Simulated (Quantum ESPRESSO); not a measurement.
# FeO under changes of volume

One of the cells (10.695 Å³/atom); the others are scaled copies at fixed shape and fractional positions:

```
Fe O
1.0
    -1.60210    1.60210    2.08339
     1.60210   -1.60210    2.08339
     1.60210    1.60210   -2.08339
Fe O
1 1
Direct
  0.00000 0.00000 0.00000
  0.50000 0.50000 0.00000
```

The cell comes from a database or a generator and needn't be the stable form of this composition.

```yaml
Program: Quantum ESPRESSO 7.5
Functional: LDA
Potentials_or_basis: GBRV 1.5 LDA
Cutoff: 762 eV
Density_cutoff: 6095 eV
k_mesh: 12 × 12 × 12
Occupations: fermi-dirac, width 0.05 eV
Spin: collinear spin, ferromagnetic start
Starting_moments: "[3.0, 0.0] μB"
```

```tsv
volume (Å³/atom)	energy over the lowest point (meV/atom)	pressure (GPa)	moment (μB per cell)
10.053	0.00	-14.0	3.99
10.267	20.52	-17.1	4.00
10.481	?	?	?
10.695	73.19	-22.4	4.00
10.909	104.49	-24.6	4.00
11.123	138.57	-26.5	4.00
11.337	175.05	-28.2	4.01
```

Question: What does the run at 10.481 Å³/atom give?

Answer: Energy over the lowest point 45.07 meV/atom; pressure -19.9 GPa; moment 4.00 μB per cell.

Worked out: A Birch-Murnaghan fit of order 3 (a polynomial in V^(-2/3)) to the other rows has no minimum within the range. It gives 45.07 meV/atom at 10.481 Å³/atom, against the run's 45.07, and -dE/dV = -19.8 GPa, against -19.9. A straight line through the other rows of the moment, of slope 0.0104 μB per Å³/atom, gives 4.00 μB, against the run's 4.00.

Energies are extrapolated to zero smearing.

Caveats: a cell with one magnetic atom can't hold antiferromagnetic order, which such compounds often take.
